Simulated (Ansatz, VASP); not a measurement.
## Ru: VASP beside Ansatz

```xyz
2
Lattice="2.5391 0.0000 0.0000 -1.2695 2.1989 0.0000 0.0000 0.0000 4.5586" Properties=species:S:1:pos:R:3 pbc="T T T"
Ru    0.0000    1.4660    1.1397
Ru    1.2696    0.7330    3.4190
```

Alike in both runs: task single point; functional PBEsol; k mesh 18 × 18 × 10; occupations gaussian, width 0.15 eV; no spin polarisation.

|  | VASP | Ansatz |
| --- | --- | --- |
| version | VASP 6.6.1 | Ansatz 0.2.0 |
| potentials or method | VASP PAW PBE potentials, release 64 (Ru_pv) | scalar-relativistic, plane waves, PAW |
| plane-wave cutoff (eV) | 520 | 420 |
| valence electrons in the cell | 28 | 32 |

|  | VASP | Ansatz | Ansatz less VASP |
| --- | --- | --- | --- |
| gap on the k mesh at the Fermi level (eV) | none | none | - |
| pressure (GPa) | 23.5 | 23.5 | 0.00 |
| largest component of the traceless stress (GPa) | 49.16 | 49.15 | -0.011 |

A gap of «none» marks a metal or a gap that the smearing closes. The two sets of potentials don't hold the same shells in valence. Ansatz warned: «pseudo_functional_mismatch».

Caveats: so large a pressure means that the cell lies far from this level's equilibrium, or that cutoff or potentials fall short (VASP); the potentials were made for another functional, which shifts forces and pressure (VASP).
